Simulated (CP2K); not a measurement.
The system is MoS2.

```
Mo S
1.0
     6.41491    0.00000    0.00000
     5.63659    3.06265    0.00000
     5.63659    1.43243    2.70702
Mo S
1 2
Cartesian
  0.0000 0.0000 0.0000
  7.3759 1.8744 1.1288
  4.4220 1.1238 0.6768
```

Measurements of this composition are mostly on another form, of space group No. 194.

Program: CP2K 2026.2. Alike in all runs: task band structure; no spin polarisation; cell as given; k mesh 10 × 10 × 10.

Problem. Order these runs on this cell by their pressure, lowest first.
A. level LDA; potentials or basis GTH_POTENTIALS Mo GTH-PADE-q14, S GTH-PADE-q6; TZVP-MOLOPT-PBE-GTH basis; smearing fermi-dirac 0.05 eV; EPS_DEFAULT 1.0E-9; NGRIDS 4; points a segment of the path (NPOINTS) 10; bands added on the path 4; CUTOFF of the grids 450 Ry
B. level r2SCAN; potentials or basis POTENTIAL_UZH Mo GTH-SCAN-q14, S GTH-SCAN-q6; TZVP-MOLOPT-SCAN-GTH basis; smearing fermi-dirac 0.0259 eV; EPS_DEFAULT 1.0E-10; NGRIDS 5; points a segment of the path (NPOINTS) 8; bands added on the path 2; CUTOFF of the grids 675 Ry
C. level PBEsol; potentials or basis POTENTIAL_UZH Mo GTH-PBE-q14, S GTH-PBE-q6; TZVP-MOLOPT-PBE-GTH basis; smearing fermi-dirac 0.05 eV; EPS_DEFAULT 1.0E-10; NGRIDS 5; points a segment of the path (NPOINTS) 10; bands added on the path 6; CUTOFF of the grids 450 Ry

Solution. A (-1.1 GPa), C (2.7 GPa), B (5.6 GPa).

Caveats: the basis of atomic orbitals isn't converged, which shifts pressures, moduli and gaps; the potentials were made for another functional, which shifts forces and pressure (some runs).
